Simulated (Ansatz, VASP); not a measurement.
**One calculation of Hf, two programs**

```
CELL_PARAMETERS angstrom
2.91381 0.00000 0.00000
0.00000 2.91381 0.00000
0.00000 0.00000 2.91381
ATOMIC_POSITIONS crystal
Hf 0.50000 0.50000 0.50000
```

The cell was built by a generator and needn't be a form met in nature.

Alike in both runs: task single point; functional PBE; k mesh 9 × 9 × 9; occupations fermi-dirac, width 0.05 eV; no spin polarisation.

|  | VASP | Ansatz |
| --- | --- | --- |
| version | VASP 6.6.1 | Ansatz 0.2.0 |
| potentials or method | VASP PAW PBE potentials, release 64 (Hf_pv) | Ansatz PAW |
| plane-wave cutoff (eV) | 520 | 420 |
| valence electrons in the cell | 10 | 26 |

VASP gave:

```
gap on the k mesh at the Fermi level (eV) : none
pressure (GPa)                            : -0.2
```

Problem. Estimate Ansatz's values.

Solution. gap on the k mesh at the Fermi level (eV): none; pressure (GPa): 0.1.

A gap of «none» marks a metal or a gap that the smearing closes. With one functional, cell and mesh, what is left measures potentials, basis and numerics. The two sets of potentials don't hold the same shells in valence.

The runs have no spin-orbit coupling, so splittings on Hf are missing.
